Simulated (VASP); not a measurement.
Wanted: the native input for a VASP 6.6.1 run.

- Task: single point
- Functional: LDA
- Potentials or basis: VASP PAW LDA potentials, release 64 (Mg, S)
- Cutoff: 520 eV
- k mesh: 8 × 8 × 8
- Occupations: gaussian, width 0.05 eV
- Spin: no spin polarisation
- Dipole correction: no
- Further INCAR settings: ALGO = Normal; EDIFF = 1e-06; NBANDS = 11

The structure of MgS lies in POSCAR:

```
MgS
1.0
    0.0000000000      2.8756168475      2.9181136482
    2.8756168475      0.0000000000      2.9181136482
    2.8756168475      2.8756168475      0.0000000000
Mg S
1 1
Direct
    0.0000000000      0.0000000000      0.0000000000
    0.7500000000      0.7500000000      0.7500000000
```

The cell comes from a database or a generator and needn't be the stable form of this composition.

The cell isn't the ideal one: strain +0.015 along x and y, +0.030 along z, atoms carried along.

The input as run:

INCAR

```
SYSTEM = MgS
PREC     = Accurate       ! precision mode
ENCUT    = 520            ! plane-wave cutoff, eV
EDIFF    = 1E-6           ! SCF threshold, eV
ISMEAR   = 0              ! smearing method
SIGMA    = 0.05           ! smearing width, eV
LREAL    = .False.        ! projectors in reciprocal space
LASPH    = .True.         ! aspherical terms in the spheres
NELM     = 100            ! most SCF steps
ALGO     = Normal         ! electronic algorithm
ISIF     = 2              ! what is computed and relaxed
LWAVE    = .False.        ! write WAVECAR
LCHARG   = .False.        ! write CHGCAR
NBANDS   = 11             ! bands
```

KPOINTS

```
regular mesh
0
Gamma
  8 8 8
  0 0 0
```

Potentials or basis: VASP PAW LDA potentials, release 64 (Mg, S).

Launch:

```sh
$ cat potpaw_LDA.64/Mg/POTCAR potpaw_LDA.64/S/POTCAR > POTCAR
$ mpirun -np 1 vasp_std > vasp.out
```

Results of the run:

The pressure is -5.3 GPa. The band gap on the k mesh is 2.88 eV, direct.

It took 34 s on 1 thread of Intel(R) Xeon(R) Platinum 8259CL CPU @ 2.50GHz (Skylake/Cascade Lake), with other jobs on the host, peak memory 0.16 GiB.
